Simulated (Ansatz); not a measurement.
Hf and the effect of the dispersion correction

The cell as given:

```
CELL_PARAMETERS angstrom
4.96233 0.00000 0.00000
-2.48116 4.29750 0.00000
0.00000 0.00000 3.08623
ATOMIC_POSITIONS crystal
Hf 0.00000 0.00000 0.00000
Hf 0.33333 0.66667 0.50000
Hf 0.66667 0.33333 0.50000
```

This isn't the form of Hf at room conditions, which is hcp.

Kept alike: task relaxation of cell and atoms; functional PBEsol; k mesh 6 × 6 × 9; occupations fermi-dirac, width 0.05 eV; no spin polarisation. Program: Ansatz, Ansatz PAW, cutoff 420 eV. The mesh is that of the run's cell of 3 atoms. No spin-orbit coupling.

| dispersion correction | volume (Å³/atom) | first edge of the run's cell (Å) | third edge of the run's cell (Å) |
| --- | --- | --- | --- |
| D3(BJ) | 20.659 | 4.859 | 3.032 |
| D3(BJ)-ATM | 20.765 | 4.867 | 3.037 |
| D4 | 21.232 | 4.903 | 3.059 |
| none | 21.406 | 4.917 | 3.067 |

The relaxations keep at least the cell's symmetry (P6/mmm). For a metal such a mesh leaves the last digits unconverged. Relaxations stop with a little pressure left, so the last digits of a volume or edge aren't settled. All rows use potentials made for PBE.

Task: What does the dispersion correction change here?

Result: The volume runs from 20.659 (D3(BJ)) to 21.406 Å³/atom (none). Against no correction: D3(BJ) -3.5 %; D3(BJ)-ATM -3.0 %; D4 -0.8 %. Dispersion terms mostly attract and so lower the volume; the schemes' coefficients and damping set how far. The first edge of the run's cell runs from 4.859 (D3(BJ)) to 4.917 Å (none). The third edge of the run's cell runs from 3.032 (D3(BJ)) to 3.067 Å (none).

The cell is that of the ω phase, which Hf adopts under pressure, and every dispersion scheme contracts it, D3(BJ) the most and D4 only slightly. Both cell edges shorten by nearly the same fraction, so the correction acts much like a uniform compression. That fits a metal held together in all directions by d-electron bonding, with no weakly bound layers or gaps for dispersion to close.

The small expansion on adding the three-body term to D3(BJ) has the expected sign, since triple-dipole interactions are repulsive in compact triangles of atoms. D4 probably contracts the cell less because its coefficients for Hf are weaker.

Pairwise terms built from atomic polarisabilities describe screening by conduction electrons poorly, and PBEsol already favours compact solids. The larger contractions therefore suggest added overbinding rather than a missing part of the cohesion. How dispersion shifts the balance between the ω and hcp phases can't be judged from volumes of one phase alone.
